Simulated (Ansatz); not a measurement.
**ZnS (NiAs type): independent-particle optics**

Aim: the dielectric function of ZnS (NiAs type) in the independent-particle picture, and how it depends on the functional and on the gap. Plan: HSE06 for the gap; optics with PBE on 12×12×4; optics with r2SCAN on 12×12×4; optics with LDA on 12×12×4; optics with PBE and scissors to the HSE06 gap on 12×12×4.

Program: Ansatz 0.2.0. Level of theory: plane waves, PAW; no local fields, no excitons. These are calculated values, not measurements.

1 further run of the same task is left out (it didn't finish).

**1. The starting structure**

It takes space group P6_3/mmc (No. 194, hexagonal). The conventional cell has a = 3.590 Å, b = 3.590 Å, c = 5.880 Å, α = 90.00°, β = 90.00°, γ = 120.00°. Around Zn (site symmetry -3m) lie 6 S at 2.54 Å. Around S (site symmetry -6m2) lie 6 Zn at 2.54 Å.

As a file:

```cif
data_structure
_symmetry_space_group_name_H-M 'P6_3/mmc'
_symmetry_Int_Tables_number 194
_cell_length_a 3.5896
_cell_length_b 3.5896
_cell_length_c 5.8800
_cell_angle_alpha 90.000
_cell_angle_beta 90.000
_cell_angle_gamma 120.000
_cell_volume 65.61
loop_
_atom_site_label
_atom_site_type_symbol
_atom_site_symmetry_multiplicity
_atom_site_Wyckoff_symbol
_atom_site_fract_x
_atom_site_fract_y
_atom_site_fract_z
_atom_site_occupancy
Zn1 Zn 2 a 0.00000 0.00000 0.00000 1
S1 S 2 c 0.33333 0.66667 0.25000 1
```

The cell was relaxed beforehand with r2SCAN; those runs aren't shown.

**2. The gap to aim at**

File input.yaml:

```yaml
crystal:
  lattice:
    - [3.5895904813, 0.0, 0.0]
    - [-1.7947952406, 3.108676546, 0.0]
    - [0.0, 0.0, 5.879997321]
  atoms:
    - { symbol: Zn, position: [0.0, 0.0, 0.0] }
    - { symbol: Zn, position: [0.0, 0.0, 0.5] }
    - { symbol: S, position: [0.3333333333, 0.6666666667, 0.25] }
    - { symbol: S, position: [0.6666666667, 0.3333333333, 0.75] }
kpoints:
  mp_grid: { grid: [6, 6, 2] }
  band_path:
    path:
      - [0.0, 0.0, 0.0]
      - [0.5, 0.0, 0.0]
      - [0.3333333333, 0.3333333333, 0.0]
      - [0.0, 0.0, 0.5]
      - [0.5, 0.0, 0.5]
      - [0.3333333333, 0.3333333333, 0.5]
      - [0.0, 0.184896, 0.0]
    npoints: 1
hamiltonian:
  xc: hse06
scf:
  occupations: { method: fixed }
  n_extra_bands: 5
output:
  forces: true
  stress: true
  eigenvalues: true
```

Launch:

```bash
> ansatz run input.yaml --threads 4 --pin off --max-ram 3686MiB --backend cpu --events-out ev --progress --plain --runs-dir out
```

Standard output:

```text
Warning: output.stress: scf.convergence.dr2_threshold = 1e-7 eV (the SCF's general default) is looser than the 4e-10 eV advised for a printed stress (1e-10 eV for each atom of the cell: 4). What an SCF threshold leaves in a stress goes as its square root, and in the free energy as the threshold itself, and one threshold admits the most on a small cell: of the crystals measured, under no hybrid functional and no lock of the moments, on runs that ended without the residual-converged pass, on stresses that held no estimate of that error, the worst erred by over 100 MPa in a component at 1e-7 eV an atom and by under 5 at 1e-10. Set scf.convergence.dr2_threshold to 4e-10 eV or tighter. The threshold is an SCF's pass mark: one that does not reach it within its budget of iterations ends unconverged, or closes short of it on a stop that the run arms, and scf.convergence.dr2_threshold's page says what that costs each kind of run
Warning: output.stress: scf.exx.energy_threshold = 1e-6 eV is looser than the 4e-8 eV advised for a stress under a hybrid functional (1e-8 eV for each atom of the cell: 4). Every SCF of the exchange loop can meet its threshold on dr2 while the loop round them stops early: no threshold on dr2 bounds what that leaves in the stress. Set scf.exx.energy_threshold to 4e-8 eV or tighter. The threshold is the loop's pass mark: a loop that does not reach it within its budget of cycles ends unconverged, and scf.exx.energy_threshold's page has the law
Warning: RAYON_NUM_THREADS=4 ignored (pool sized by the plan → 4); use --threads N
scf.n_extra_bands = 5 over 18 filled bands (N_el = 36.0): the run solves 23 bands
Engine: ansatz 0.2.0, aarch64-unknown-linux-gnu
Pseudopotentials: kind: paw
Pseudopotential: Zn, paw, valence charge 12, recommended cutoff 420 eV (normal), Zn.paw.azcp
Pseudopotential: S, paw, valence charge 6, recommended cutoff 420 eV (normal), S.paw.azcp
Functional definition: HSE06
  parameter a = 0.25
  parameter omega = 0.11/bohr
  exchange = pbe_x - a*pbe_x_sr(omega) + a*exact_x_sr(omega)
  correlation = pbe_c
davidson cushion auto → on  (no smearing: the cushion is to keep the highest requested band from converging to the state above it; pin scf.eigensolver.cushion to override)
Crystal: 4 atoms, lattice volume = 65.614 Å³
Basis set: ecut = 420 eV, 1285 PW (Γ), exchange–correlation on 48×48×80 points (8 copies of the dense FFT grid, shifted against one another)
Bands: 23, of which v1, the nominal top of the filled ones, is band 18 counted from 1 (17 counted from 0)
Symmetry: 24 space group operations
Space group: P63/mmc (ITA 194), of the structure as read, at distance tolerance 4.0e-5 Å
k-points: 14 of 72
Non-local potential: Zn, projectors of the file, l = 0: 2, l = 1: 2, l = 2: 3, l = 3: 1
Non-local potential: S, projectors of the file, l = 0: 2, l = 1: 2, l = 2: 2
PAW form: soft (Blöchl's): semilocal exchange-correlation on the pseudo side does not see the compensation charge
PAW frozen core: Zn, regenerated for the run's functional, and the local potential with it (the file was generated under x = pbe(κ = 0.804, μ = 0.2195149727645171), c = pbe(β = 0.06672455060314922))
PAW frozen core: S, regenerated for the run's functional, and the local potential with it (the file was generated under x = pbe(κ = 0.804, μ = 0.2195149727645171), c = pbe(β = 0.06672455060314922))
PAW one-centre angular grid: Zn, 590 points (default); XC on 64 Gauss nodes
PAW one-centre angular grid: S, 110 points (default); XC on 64 Gauss nodes
Initial density: superposition of atomic densities (neutral atoms: chi_scale 0, normalization atom), corrected by the library's trained network
Initial wavefunctions: pseudopotential atomic-orbital guess
Functional: x = pbe(κ = 0.804, μ = 0.2195149727645171), c = pbe(β = 0.06672455060314922), warm-up for x = pbe(κ = 0.804, μ = 0.2195149727645171) + 0.25 (exact − pbe) at short range (hse, ω = 0.20786987370883472 Å⁻¹), c = pbe(β = 0.06672455060314922); HSE06 as pw.x's `hse` composes it (authors' and Libxc's form: `xc: wpbeh`)
SCF iter   1: F=—  HF=-8444.087145 eV  |F-HF|=—  |Δ(HF+E_count)|=         —  Δρ=2.59e-3  dr2=4.43e-3  ethr=1.77e-3  ⟨swp⟩=9.8  Hψ=1682  notcnv=0
preconditioner: auto → none  [insulator: Δε(μ)=0.412 eV  Ē_g=11.029 eV  n_scr=22 (ndim 8)  ℏωp=27.5 eV  f_vac=0.000]
iter 2 solved again at ethr=1.05e-6 eV; its pass at ethr=1.23e-5 eV (dr2=3.77e-4 eV) is discarded
SCF iter   2: F=—  HF=-8444.087238 eV  |F-HF|=—  |Δ(HF+E_count)|=   9.26e-5  Δρ=8.99e-4  dr2=3.76e-4  ethr=1.05e-6  ⟨swp⟩=2.6  Hψ=1846  notcnv=0  defer=1
SCF iter   3: F=—  HF=-8444.087250 eV  |F-HF|=—  |Δ(HF+E_count)|=   1.18e-5  Δρ=3.43e-4  dr2=4.20e-5  ethr=1.04e-6  ⟨swp⟩=3.1  Hψ=790  notcnv=0  defer=1
SCF iter   4: F=-8444.087284 eV  HF=-8444.087287 eV  |F-HF|=3.02e-6  |Δ(HF+E_count)|=   3.71e-5  Δρ=1.22e-4  dr2=4.18e-6  ethr=1.17e-7  ⟨swp⟩=3.3  Hψ=913  notcnv=0  defer=1
SCF 1 stopped early in 4 iterations: F = -8444.087284 eV  dr2 = 4.18e-6
Initial density: handed on by an earlier stage of this run
Initial wavefunctions: those handed on with the density
Functional: x = pbe(κ = 0.804, μ = 0.2195149727645171) + 0.25 (exact − pbe) at short range (hse, ω = 0.20786987370883472 Å⁻¹), c = pbe(β = 0.06672455060314922); HSE06 as pw.x's `hse` composes it (authors' and Libxc's form: `xc: wpbeh`)
Exchange kernel: α = 0.2500, screened, ω = 0.2079 Å⁻¹, Wigner–Seitz truncation, v(0) = 1020.2189 eV·Å³, q-mesh 6×6×2, nearest image of the exchange supercell L = 11.76 Å, pair-density grid 18×18×30, without the augmentation charges, whose exchange is taken in its separable form by FFT convolution over the k-point mesh (sized by the pseudopotential files, 24×24×40 at the most), smooth part of the exact exchange by density-matrix convolution
Frozen-core exchange: fock
SCF iter   1: F=—  HF=-8445.487121 eV  |F-HF|=—  |Δ(HF+E_count)|=         —  Δρ=2.34e-2  dr2=1.75e-1  ethr=1.16e-7  ⟨swp⟩=9.0  Hψ=2414  notcnv=0
preconditioner: auto → none  [insulator: Δε(μ)=1.385 eV  Ē_g=13.639 eV  n_scr=22 (ndim 8)  ℏωp=27.5 eV  f_vac=0.000]
SCF iter   2: F=—  HF=-8445.434984 eV  |F-HF|=—  |Δ(HF+E_count)|=   5.21e-2  Δρ=2.88e-3  dr2=1.13e-2  ethr=1.16e-7  ⟨swp⟩=6.5  Hψ=1836  notcnv=0
SCF iter   3: F=—  HF=-8445.449150 eV  |F-HF|=—  |Δ(HF+E_count)|=   1.42e-2  Δρ=5.38e-3  dr2=9.19e-3  ethr=1.16e-7  ⟨swp⟩=6.1  Hψ=1643  notcnv=0  defer=1
SCF iter   4: F=—  HF=-8445.448077 eV  |F-HF|=—  |Δ(HF+E_count)|=   1.07e-3  Δρ=2.16e-3  dr2=1.37e-3  ethr=1.16e-7  ⟨swp⟩=4.0  Hψ=1325  notcnv=0
SCF iter   5: F=—  HF=-8445.449731 eV  |F-HF|=—  |Δ(HF+E_count)|=   1.65e-3  Δρ=9.85e-4  dr2=3.07e-4  ethr=1.16e-7  ⟨swp⟩=4.4  Hψ=1271  notcnv=0
SCF iter   6: F=-8445.449578 eV  HF=-8445.449577 eV  |F-HF|=4.25e-7  |Δ(HF+E_count)|=   1.53e-4  Δρ=3.39e-5  dr2=1.70e-6  ethr=1.16e-7  ⟨swp⟩=4.0  Hψ=1177  notcnv=0
SCF 2 stopped early in 6 iterations: F = -8445.449578 eV  dr2 = 1.70e-6
hybrid outer 1: dexx = +2.653e-2 eV, tail = 8.68e-5 eV
Exchange kernel: α = 0.2500, screened, ω = 0.2079 Å⁻¹, Wigner–Seitz truncation, v(0) = 1020.2189 eV·Å³, q-mesh 6×6×2, nearest image of the exchange supercell L = 11.76 Å, pair-density grid 18×18×30, without the augmentation charges, whose exchange is taken in its separable form by FFT convolution over the k-point mesh (sized by the pseudopotential files, 24×24×40 at the most), smooth part of the exact exchange by density-matrix convolution
Frozen-core exchange: fock
SCF iter   1: F=—  HF=-8445.448166 eV  |F-HF|=—  |Δ(HF+E_count)|=         —  Δρ=1.12e-4  dr2=5.94e-6  ethr=1.21e-6  ⟨swp⟩=2.6  Hψ=735  notcnv=0
preconditioner: auto → none  [insulator: Δε(μ)=1.483 eV  Ē_g=13.401 eV  n_scr=22 (ndim 8)  ℏωp=27.5 eV  f_vac=0.000]
SCF iter   2: F=—  HF=-8445.448166 eV  |F-HF|=—  |Δ(HF+E_count)|=   3.49e-7  Δρ=1.94e-5  dr2=3.52e-7  ethr=1.30e-8  ⟨swp⟩=4.0  Hψ=1111  notcnv=0
SCF iter   3: F=—  HF=-8445.448167 eV  |F-HF|=—  |Δ(HF+E_count)|=   1.74e-6  Δρ=1.85e-5  dr2=1.50e-7  ethr=2.80e-10  ⟨swp⟩=4.6  Hψ=1307  notcnv=0
SCF iter   4: F=-8445.448167 eV  HF=-8445.448167 eV  |F-HF|=2.36e-9  |Δ(HF+E_count)|=   6.10e-8  Δρ=1.80e-6  dr2=5.79e-9  ethr=2.80e-10  ⟨swp⟩=3.0  Hψ=904  notcnv=0
SCF 3 converged in 4 iterations: F = -8445.448167 eV  dr2 = 5.79e-9
  Residual-converged pass: ⟨swp⟩=3.0  Hψ=750  notcnv=0  max |occ|·‖R‖ = 2.4e-6 eV (tolerance 2.4e-6 eV)  dr2=5.71e-9  dr2_onsite=1.77e-9  max |Δocc| = 0.0e0
hybrid outer 2: dexx = +1.711e-6 eV, tail = 4.36e-8 eV, Δε = 5.10e-3 eV (about 1.41e-4 eV left of the loop's levels)
the search or the solves at the SCF's close seem to have found levels that the self-consistency loop had missed (the run counts 2). By its estimate they hold under 1e-12 electrons; where the run keeps them, the occupations were computed again with them
NSCF: frozen V_eff on 7 k-points
hybrid SCF converged: 2 outer / 10 inner (+4 warm-up), last move |dexx| = 1.71e-6 eV, tail = 4.36e-8 eV
Stability not checked: this state was not tested for a lower state beside it, because the functional holds exact exchange (a hybrid, or Hartree-Fock), whose exchange loop this test does not read (fock_operator; see scf.lower_state_search)
Free energy (F): -8445.448167 eV
Frozen-core exchange: fock
Harris-Foulkes:  -8445.448167 eV  (|F-HF|=2.36e-9)
Internal energy: -8445.448167 eV  (E = F + TS)
E sigma→0 (E₀):  -8445.448167 eV
Fermi energy:    7.725935 eV
--- Per-component energies (eV) ---
  E_band       = 26.018275
  E_kinetic    = 475.543939
  E_local      = -3684.004056  (includes V_loc(G=0)·N_el)
  E_nonlocal   = 1300.497177
  E_hartree    = 1557.710332
  E_xc         = -372.641229
  E_vxc        = -222.773768  (∫ρ·V_xc dr)
  E_exx        = -106.426814  (= α·E_x^exact, valence–valence)
  E_paw        = -4860.074493  (= ΣΔE_a)
  E_vpaw       = -745.812410  (= ΣTr[D̂ρ^β])
  E_aug_tail   = -0.000758  (compensation charges beyond the density's cutoff)
  E_ewald      = -2757.146901
  E_core_change = 1.094637  (= ΣΔE_core)
  E_smearing   = -0.000000  (= −TS)
  E_closure    = 0.000001  (closes the sum)
  Σ components = -8445.448167   (vs F -8445.448167, Δ=0.00e0)
--- Forces (eV/Å), atoms counted from 1 ---
  atom   1  Zn     0.00000000    -0.00000000     0.00000000
  atom   2  Zn     0.00000000     0.00000000     0.00000000
  atom   3  S      0.00000000     0.00000000     0.00000000
  atom   4  S     -0.00000000    -0.00000000     0.00000000
  max |Σ_I F_I| component: 1.85e-17 eV/Å
--- Stress (GPa, compression-positive) ---
        0.828414       0.000000       0.000000
        0.000000       0.828414       0.000000
        0.000000       0.000000       0.921982
  P = ⅓ Tr σ = 0.8596 GPa (8.596 kbar)
--- Band table (eV; the first three rows and the last of 14) ---
  k-point 0: bands = ["-7.4750", "-5.6529", "-0.7688", "-0.7688", "-0.7107", "-0.6815", "-0.4177", "-0.4177", "-0.4035", "-0.4035", "-0.2160", "-0.2160", "1.5537", "7.0463", "7.0463", "7.1661", "7.5802", "7.5802", "10.5147", "12.4083", "15.5884", "15.5884", "17.4102"]
  k-point 1: bands = ["-6.7271", "-6.7271", "-0.5873", "-0.5873", "-0.5873", "-0.5873", "-0.5300", "-0.5300", "-0.3254", "-0.3254", "-0.3254", "-0.3254", "3.6940", "3.6940", "7.3544", "7.3544", "7.3544", "7.3544", "12.5762", "12.5762", "15.7568", "15.7568", "15.7568"]
  k-point 2: bands = ["-7.1618", "-5.5579", "-0.7594", "-0.6815", "-0.6147", "-0.5633", "-0.4448", "-0.4417", "-0.3864", "-0.3849", "-0.2332", "-0.2148", "1.7877", "4.9363", "6.2456", "6.3254", "7.2228", "7.7259", "12.1487", "13.5144", "14.4247", "15.1492", "16.4455"]
  k-point 13: bands = ["-5.4035", "-5.4035", "-0.7119", "-0.7119", "-0.4514", "-0.4514", "-0.4027", "-0.4027", "-0.3014", "-0.3014", "0.0298", "0.0298", "2.2305", "2.2305", "3.1369", "3.1369", "7.2725", "7.2725", "12.7283", "12.7283", "13.2736", "13.2736", "17.0617"]
```

Wall time 51 s (4 threads of Arm Neoverse N1, shared host); peak memory 1 GiB.

HSE06 puts the least direct gap over the mesh and the named points at 2.935 eV, and the least gap at 1.483 eV.

[end of part 1 of 3]
